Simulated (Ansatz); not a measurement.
## Relaxing indium (fcc)

These are results of Ansatz, DFT, RPBE, plane waves (420 eV) with PAW, scalar-relativistic, not measurements. The PAW files were generated under PBE, with cores re-solved for the functional.

k-point mesh 12×12×12, Fermi-Dirac smearing 0.1 eV, no spin polarisation. Cell and atoms relax.

Starting structure:

```xyz
1
Lattice="0.0000 2.3557 2.3557 2.3557 0.0000 2.3557 2.3557 2.3557 0.0000" Properties=species:S:1:pos:R:3 pbc="T T T"
In    0.0000    0.0000    0.0000
```

Question: The pressure at the start is 3.7 GPa. By how much does the volume change?

Answer: From 26.14 to 28.78 Å³ per atom, 10.1 %. The final cell has a = 4.865 Å.

Question: How much energy does the relaxation gain?

Answer: 27.2 meV per atom.
